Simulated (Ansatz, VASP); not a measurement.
## SnSe: VASP beside Ansatz

INCAR

```
SYSTEM = SnSe
PREC     = Accurate       ! precision mode
ENCUT    = 520            ! plane-wave cutoff, eV
EDIFF    = 1E-6           ! SCF threshold, eV
ISMEAR   = 0              ! smearing method
SIGMA    = 0.01           ! smearing width, eV
LREAL    = .FALSE.        ! projectors in reciprocal space
LASPH    = .TRUE.         ! aspherical terms in the spheres
NELM     = 80             ! most SCF steps
ALGO     = Normal         ! electronic algorithm
ISIF     = 2              ! what is computed and relaxed
LWAVE    = .FALSE.        ! write WAVECAR
LCHARG   = .FALSE.        ! write CHGCAR
GGA      = PS             ! functional
NBANDS   = 17             ! bands
```

The input KPOINTS:

```
regular mesh
0
G
  6 6 6
  0 0 0
```

POSCAR

```
SnSe
1.0
    0.0000000000      3.0100000000      3.0100000000
    3.0100000000      0.0000000000      3.0100000000
    3.0100000000      3.0100000000      0.0000000000
Sn Se
1 1
Direct
    0.0000000000      0.0000000000      0.0000000000
    0.5000000000      0.5000000000      0.5000000000
```

Input for Ansatz:

```yaml
crystal:
  lattice:
    - [0.0, 3.01, 3.01]
    - [3.01, 0.0, 3.01]
    - [3.01, 3.01, 0.0]
  atoms:
    - { symbol: Sn, position: [0.0, 0.0, 0.0] }
    - { symbol: Se, position: [0.5, 0.5, 0.5] }
basis:
  ecutwfc: 450.0
kpoints:
  mp_grid:
    grid: [6, 6, 6]
hamiltonian:
  xc: pbesol
scf:
  occupations:
    method: fixed
output:
  stress: true
```

Measurements of this composition are mostly on another form, of space group No. 62.

Alike in both runs: task single point; functional PBEsol; k mesh 6 × 6 × 6; no spin polarisation.

|  | VASP | Ansatz |
| --- | --- | --- |
| version | VASP 6.6.1 | Ansatz 0.2.0 |
| potentials or method | VASP PAW PBE potentials, release 64 (Sn_d, Se) | plane waves, PAW |
| plane-wave cutoff (eV) | 520 | 450 |
| occupations | gaussian, width 0.01 eV | fixed |
| valence electrons in the cell | 20 | 30 |

|  | VASP | Ansatz | Ansatz less VASP |
| --- | --- | --- | --- |
| pressure (GPa) | -2.3 | -2.3 | -0.01 |

The two sets of potentials don't hold the same shells in valence.

Caveats: the PAW data sets were made with another functional, which shifts forces and pressure a little (VASP). A k mesh can miss the band edges.
